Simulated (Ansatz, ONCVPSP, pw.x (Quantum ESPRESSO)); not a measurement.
# Equation-of-state test of one ONCV potential (magnesium)

magnesium, optimised norm-conserving Vanderbilt (ONCV), made with ONCVPSP 4.0.1.1 (patched build) (PBE, scalar-relativistic). Core [Ne], reference 3s2. Waves: 3s: rc 2.65 bohr, ncon 4, nbas 7, qcut 2.3 1/bohr, 3 projectors, debl 1.7 Ha; p scattering state at 0.15 Ha: rc 2.10 bohr, ncon 4, nbas 9, qcut 4.7 1/bohr, 2 projectors, debl 2.9 Ha; d scattering state at 0.06 Ha: rc 3.06 bohr, ncon 4, nbas 7, qcut 4.2 1/bohr, 2 projectors, debl 3.9 Ha. Local part: polynomial inside 1.55 bohr (lpopt 5, dvloc0 3 Ha). Core correction: Teter function, fcfact 4.25, rcfact 1.25.

Crystal test: fcc Mg in pw.x 7.5, no spin, 13³ k-points, Fermi–Dirac smearing 0.01 Ry, cutoffs 50/200 Ry. The reference is all-electron LAPW (Ansatz 0.2.0) with the same functional, mesh and smearing; V0 and B0 come from Birch–Murnaghan fits to the pressures at five volumes. Errors are pseudo minus all-electron; Δ is the rms difference of the E(V) curves that follow from these fits, minima aligned, over ±6 % about the mean V0. Mesh and smearing are coarse, so the numbers serve the comparison and aren't converged zero-temperature values; the lattice is a test structure that the element need not adopt.

All-electron: a0 = 4.524 Å (V0 = 23.15 Å³/atom), B0 = 35.0 GPa.

Problem. How far does the potential miss the all-electron equation of state?

Solution. mean pressure error (GPa): +0.01; a0 (Å): 4.525; a0 error (%): +0.01; B0 error (%): -0.1; Δ (meV/atom): 0.1.

```csv
V (Å³/atom),P all-electron (GPa),P pseudo (GPa)
22.038,1.91,1.92
22.618,0.86,0.87
23.198,-0.07,-0.06
23.778,-0.88,-0.87
24.358,-1.60,-1.59
```

Problem. At the middle volume, how do free energy and pressure move when the wave cutoff is lowered (ecutrho kept at four times it)?

Solution.

```csv
cutoff (Ry),shift of F (meV/atom),shift of P (GPa)
22,+8.0,-0.04
30,+2.0,-0.07
40,+0.3,+0.01
```

Input at the middle volume:

```
&control
  calculation='scf', prefix='x', pseudo_dir='./', outdir='./tmp', tstress=.true., disk_io='none'
/
&system
  ibrav=0, nat=1, ntyp=1, ecutwfc=50, ecutrho=200, nbnd=8,
  occupations='smearing', smearing='fd', degauss=0.01
/
&electrons
  conv_thr=1e-09, mixing_beta=0.4, electron_maxstep=70
/
ATOMIC_SPECIES
Mg 1.0 Mg.UPF
CELL_PARAMETERS angstrom
  0.00000000 2.26363734 2.26363734
  2.26363734 0.00000000 2.26363734
  2.26363734 2.26363734 0.00000000
ATOMIC_POSITIONS crystal
Mg 0.0000 0.0000 0.0000
K_POINTS automatic
13 13 13 0 0 0
```

```bash
pw.x < Mg.scf.in > Mg.scf.out
```

Lines of the output:

```
Message from routine setup:
     using ibrav=0 with symmetry is DISCOURAGED, use correct ibrav instead
     lattice parameter (alat)  =       6.0495  a.u.
     unit-cell volume          =     156.5479 (a.u.)^3
     number of electrons       =         2.00
     number of Kohn-Sham states=            8
     kinetic-energy cutoff     =      50.0000  Ry
     charge density cutoff     =     200.0000  Ry
     scf convergence threshold =      1.0E-09
     Exchange-correlation= PBE
     number of k points=    84  Fermi-Dirac smearing, width (Ry)=  0.0100
     iteration #  1     ecut=    50.00 Ry     beta= 0.40
     total energy              =      -1.98595355 Ry
     estimated scf accuracy    <       0.00381186 Ry
     iteration #  2     ecut=    50.00 Ry     beta= 0.40
     total energy              =      -1.98569250 Ry
     estimated scf accuracy    <       0.00133043 Ry
     iteration #  3     ecut=    50.00 Ry     beta= 0.40
     total energy              =      -1.98570524 Ry
     estimated scf accuracy    <       0.00000091 Ry
     iteration #  4     ecut=    50.00 Ry     beta= 0.40
     c_bands:  1 eigenvalues not converged
     total energy              =      -1.98570560 Ry
     estimated scf accuracy    <       0.00000011 Ry
     iteration #  5     ecut=    50.00 Ry     beta= 0.40
     total energy              =      -1.98570560 Ry
     estimated scf accuracy    <          2.7E-09 Ry
     iteration #  6     ecut=    50.00 Ry     beta= 0.40
     total energy              =      -1.98570561 Ry
     estimated scf accuracy    <          5.1E-09 Ry
     iteration #  7     ecut=    50.00 Ry     beta= 0.40
     the Fermi energy is     3.5356 ev
!    total energy              =      -1.98570561 Ry
     estimated scf accuracy    <          8.9E-12 Ry
     smearing contrib. (-TS)   =      -0.00202559 Ry
     The total energy is F=E-TS. E is the sum of the following terms:
     one-electron contribution =       1.26441894 Ry
     hartree contribution      =       0.00319450 Ry
     xc contribution           =      -1.10765984 Ry
     ewald contribution        =      -2.14363362 Ry
     convergence has been achieved in   7 iterations
          total   stress  (Ry/bohr**3)                   (kbar)     P=       -0.56
     Message from routine punch:
     Nothing written, as per user request (disk_io='none')
```

The run at the middle volume (84 k-points, 7 iterations) took about 16 s on one core of a shared host (Neoverse-N1, 64 threads, 124 GiB, load 54).
